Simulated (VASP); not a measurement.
The system is GaAs.

```xyz
2
Lattice="0.0000 2.8314 2.8314 2.8314 0.0000 2.8314 2.8314 2.8314 0.0000" Properties=species:S:1:pos:R:3 pbc="T T T"
Ga    0.0000    0.0000    0.0000
As    1.4157    1.4157    1.4157
```

The cell was built by a generator and needn't be a form met in nature.

Base run:

- Program: VASP 6.6.1
- Functional: PBE0
- Potentials or basis: VASP PAW PBE potentials, release 64 (Ga_d, As)
- Cutoff: 520 eV
- k mesh: 6 × 6 × 6
- Occupations: gaussian, width 0.03 eV
- Spin: no spin polarisation

Its results: band gap on the k mesh 1.98 eV, direct; pressure 0.4 GPa.

Question: The run is repeated on the same cell with these changes: functional from PBE0 to HSE06. What comes out?

Answer: Band gap on the k mesh 1.39 eV, direct; pressure 0.6 GPa.

Caveats: the PAW data sets were made with another functional, which shifts forces and pressure a little.
